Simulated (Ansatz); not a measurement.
Runs of Ansatz 0.2.0 on Sb. The structure is cubic, space group Pm-3m (No. 221). The conventional cell has a = 3.160 Å, b = 3.160 Å, c = 3.160 Å, α = 90.00°, β = 90.00°, γ = 90.00°. Sb (site symmetry m-3m) has 6 Sb at 3.16 Å as nearest neighbours. This isn't the form of Sb at room conditions, which is rhombohedral.

| task | level | spin | cell | cutoff (eV) | points for each segment of the path | gap on the mesh (eV) | pressure (GPa) | relaxed volume (Å³/atom) |
| --- | --- | --- | --- | --- | --- | --- | --- | --- |
| relaxation of cell and atoms | HSE03 | off | relaxed | 420 | - | none | 0.0 | (a) |
| single point | r2SCANh | off | as given | 500 | - | none | -5.1 | - |
| single point | PBE0 | off | as given | 420 | - | none | (d) | - |
| single point | r2SCAN50 | off | as given | 500 | - | none | -7.9 | - |
| relaxation of cell and atoms | HF | off | relaxed | 420 | - | none | 0.0 | 29.44 |
| relaxation of cell and atoms | HSE06 | off | relaxed | 420 | - | none | 0.0 | (c) |
| single point | HF | off | as given | 420 | - | none | -4.0 | - |
| single point | HSE06 | SOC, no magnetisation | as given | 420 | - | none | -5.0 | - |
| single point | PBE0 | SOC, no magnetisation | as given | 420 | - | none | -5.3 | - |
| band structure | HSE06 | off | as given | 420 | 4 | none | -5.4 | - |
| relaxation of cell and atoms | HSEsol | off | relaxed | 420 | - | none | 0.0 | 27.69 |
| relaxation of cell and atoms | B3LYP | off | relaxed | 420 | - | none | 0.0 | (b) |

Alike in all rows: potentials or basis Ansatz PAW; k mesh 4 × 4 × 4; smearing fermi-dirac 0.05 eV; the mesh is coarse, so values aren't converged.

**Question.** Estimate the missing entries.

**Answer.** (a) 28.58; (b) 30.52; (c) 28.39; (d) -5.7.

Caveats: all runs use coarse meshes; the PAW data sets come from PBE, with cores solved anew for the run's functional, which leaves a small shift of forces and pressure; the thresholds are loose for stress (some runs); the plane-wave basis is chosen anew once the cell has moved, so the energies of steps on either side of that aren't comparable (some runs); the volume moved by -10 % from the deposited cell, more than functionals usually miss (some runs); spin-orbit coupling is left out, which moves the levels of the heavy elements (some runs); the volume moved by -12 % from the deposited cell, more than functionals usually miss (some runs).

A k mesh can miss the band edges, and rows without SOC leave out spin-orbit coupling on Sb.

A gap of «none» marks a metal or a gap under the smearing width.
